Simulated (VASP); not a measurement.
Calculation: PBE GGA, VASP's PBE PAW potentials (set 64) (plane waves; VASP).

Input for VASP

File KPOINTS:
```
Automatic mesh
0
Gamma
7 7 7
0 0 0
```

POSCAR:
```
CaF2
1
    0.0000000000     2.7662990000     2.7662990000
    2.7662990000     0.0000000000     2.7662990000
    2.7662990000     2.7662990000     0.0000000000
Ca F
1 2
Direct
  0.0000000000   0.0000000000   0.0000000000
  0.7500000000   0.7500000000   0.7500000000
  0.2500000000   0.2500000000   0.2500000000
```

INCAR:
```
LWAVE = .FALSE.
LASPH = .TRUE.   # aspherical one-centre terms
PREC = Accurate
SIGMA = 0.01   # width (eV)
ISIF = 2
LCHARG = .FALSE.
ALGO = Normal
EDIFF = 1E-6   # SCF stop (eV)
NELM = 100   # most electronic steps
LREAL = .FALSE.
SYSTEM = CaF2
GGA = PE   # PBE
ISMEAR = 0   # Gaussian
ENCUT = 400
```

POTCAR, in this order: Ca_sv F (PBE.64 set). Program: vasp_std.

Output

**OUTCAR**
```
 ion  position               nearest neighbor table
   1  0.000  0.000  0.000-   2 2.40   2 2.40   2 2.40   2 2.40   3 2.40   3 2.40   3 2.40   3 2.40
  LATTYP: Found a face centered cubic cell.
 ALAT       =     5.5325980000
 Subroutine PRICEL returns:
 Original cell was already a primitive cell.
 Subroutine GETGRP returns: Found 48 space group operations
The static configuration has the point symmetry O_h .
The dynamic configuration has the point symmetry O_h .
 Subroutine INISYM returns: Found 48 space group operations
 Subroutine IBZKPT returns following result:
 Found     20 irreducible k-points:

 Following reciprocal coordinates:
            Coordinates               Weight
  0.000000  0.000000  0.000000      1.000000
  0.142857  0.000000  0.000000      8.000000
  0.285714  0.000000  0.000000      8.000000
  0.428571  0.000000  0.000000      8.000000
  0.142857  0.142857  0.000000      6.000000
  0.285714  0.142857  0.000000     24.000000
  0.428571  0.142857  0.000000     24.000000
 -0.428571  0.142857  0.000000     24.000000
 -0.285714  0.142857  0.000000     24.000000
 -0.142857  0.142857  0.000000     12.000000
  0.285714  0.285714  0.000000      6.000000
  0.428571  0.285714  0.000000     24.000000
 -0.428571  0.285714  0.000000     24.000000
 -0.285714  0.285714  0.000000     12.000000
  0.428571  0.428571  0.000000      6.000000
 -0.428571  0.428571  0.000000     12.000000
  0.428571  0.285714  0.142857     24.000000
 -0.428571  0.285714  0.142857     48.000000
 -0.428571  0.428571  0.142857     24.000000
 -0.285714  0.428571  0.142857     24.000000
   k-points           NKPTS =     20   k-points in BZ     NKDIM =     20   number of bands    NBANDS=     16
   number of dos      NEDOS =    301   number of ions     NIONS =      3
   total plane-waves  NPLWV =  21952
   dimension x,y,z NGX =    28 NGY =   28 NGZ =   28
   dimension x,y,z NGXF=    56 NGYF=   56 NGZF=   56
...
```

**OSZICAR**
```
       N       E                     dE             d eps       ncg     rms          rms(c)
DAV:   1     0.195315585313E+03    0.19532E+03   -0.12006E+04   640   0.124E+03
DAV:   2    -0.107643062138E+02   -0.20608E+03   -0.20114E+03   808   0.353E+02
DAV:   3    -0.183316502698E+02   -0.75673E+01   -0.75614E+01   752   0.785E+01
DAV:   4    -0.186243406733E+02   -0.29269E+00   -0.29262E+00  1056   0.113E+01
DAV:   5    -0.186265191036E+02   -0.21784E-02   -0.21784E-02   752   0.114E+00    0.775E+00
DAV:   6    -0.173663839572E+02    0.12601E+01   -0.66046E+00   688   0.176E+01    0.319E+00
DAV:   7    -0.173663391967E+02    0.44760E-04   -0.16913E-01   832   0.362E+00    0.172E+00
DAV:   8    -0.173816481911E+02   -0.15309E-01   -0.34268E-02   816   0.221E+00    0.174E-01
DAV:   9    -0.173860805820E+02   -0.44324E-02   -0.79561E-03   840   0.671E-01    0.141E-01
DAV:  10    -0.173869829264E+02   -0.90234E-03   -0.14289E-03   744   0.288E-01    0.256E-02
DAV:  11    -0.173869900641E+02   -0.71377E-05   -0.82758E-05   880   0.800E-02    0.110E-02
DAV:  12    -0.173869962575E+02   -0.61934E-05   -0.16602E-05   768   0.367E-02    0.340E-03
DAV:  13    -0.173869964308E+02   -0.17323E-06   -0.37249E-06   936   0.150E-02
   1 F= -.17386996E+02 E0= -.17386996E+02  d E =-.207180E-32
```

### OUTCAR
```
------------------------ aborting loop because EDIFF is reached ----------------------------------------
  FORCE on cell =-STRESS in cart. coord.  units (eV):
  Direction    XX          YY          ZZ          XY          YZ          ZX
  --------------------------------------------------------------------------------------
  Total       -2.3490711     -2.3490711     -2.3490711      0.0000000      0.0000000      0.0000000
  in kB      -88.8954191    -88.8954191    -88.8954191      0.0000000      0.0000000      0.0000000
  external PRESSURE =     -88.8954191 kB  Pullay stress =       0.0000000 kB
  volume of cell :       42.34
      direct lattice vectors                 reciprocal lattice vectors
     0.000000000  2.766299000  2.766299000    -0.180746911  0.180746911  0.180746911
     2.766299000  0.000000000  2.766299000     0.180746911 -0.180746911  0.180746911
     2.766299000  2.766299000  0.000000000     0.180746911  0.180746911 -0.180746911
 POSITION                                       TOTAL-FORCE (eV/Angst)
 -----------------------------------------------------------------------------------
      0.00000      0.00000      0.00000         0.000000     -0.000000      0.000000
      4.14945      4.14945      4.14945        -0.000000     -0.000000     -0.000000
      1.38315      1.38315      1.38315         0.000000      0.000000      0.000000
 -----------------------------------------------------------------------------------
    total drift:                                0.000000      0.000000      0.000000
  FREE ENERGIE OF THE ION-ELECTRON SYSTEM (eV)
  ---------------------------------------------------
  free  energy   TOTEN  =       -17.3869964308 eV

  energy  without entropy=      -17.3869964308  energy(sigma->0) =      -17.38699643
```
(Selected blocks of OUTCAR.)

### OUTCAR
```
 val. band max:       -1.2258853954   @ k =  -0.4286   0.4286   0.0000

 cond. band min:       5.8847475894   @ k =   0.0000   0.0000   0.0000


 Fermi energy:        -1.1441990850

 k-point     1 :       0.0000    0.0000    0.0000
  band No.  band energies     occupation
      1     -37.3868      2.00000
      2     -21.0255      2.00000
      3     -20.3010      2.00000
      4     -18.3243      2.00000
      5     -18.3243      2.00000
      6     -18.3243      2.00000
      7      -3.1785      2.00000
      8      -3.1785      2.00000
      9      -3.1785      2.00000
     10      -1.4465      2.00000
     11      -1.4465      2.00000
     12      -1.4465      2.00000
     13       5.8847      0.00000
     14       7.8438      0.00000
     15       7.8438      0.00000
     16       9.7683      0.00000

 k-point     2 :       0.1429    0.0000    0.0000
  band No.  band energies     occupation
      1     -37.3818      2.00000
      2     -21.0731      2.00000
      3     -20.3584      2.00000
      4     -18.3310      2.00000
      5     -18.3310      2.00000
      6     -18.2416      2.00000
      7      -3.0986      2.00000
      8      -3.0986      2.00000
      9      -3.0389      2.00000
     10      -1.6695      2.00000
     11      -1.5351      2.00000
     12      -1.5351      2.00000
     13       6.3854      0.00000
     14       7.8808      0.00000
     15       7.8808      0.00000
     16       9.5809      0.00000

 k-point     3 :       0.2857    0.0000    0.0000
  band No.  band energies     occupation
      1     -37.3705      2.00000
      2     -21.1356      2.00000
      3     -20.5048      2.00000
      4     -18.3459      2.00000
      5     -18.3459      2.00000
      6     -18.0481      2.00000
      7      -2.8846      2.00000
      8      -2.8846      2.00000
      9      -2.7051      2.00000
     10      -2.0869      2.00000
     11      -1.7476      2.00000
     12      -1.7476      2.00000
     13       7.4423      0.00000
...
```

At this cut-off the stress carries a Pulay error, which pulls relaxed volumes low.

The structure comes from a computed database's CaF2 entry; how it stands against other phases isn't given here. The cell was not relaxed at this level.
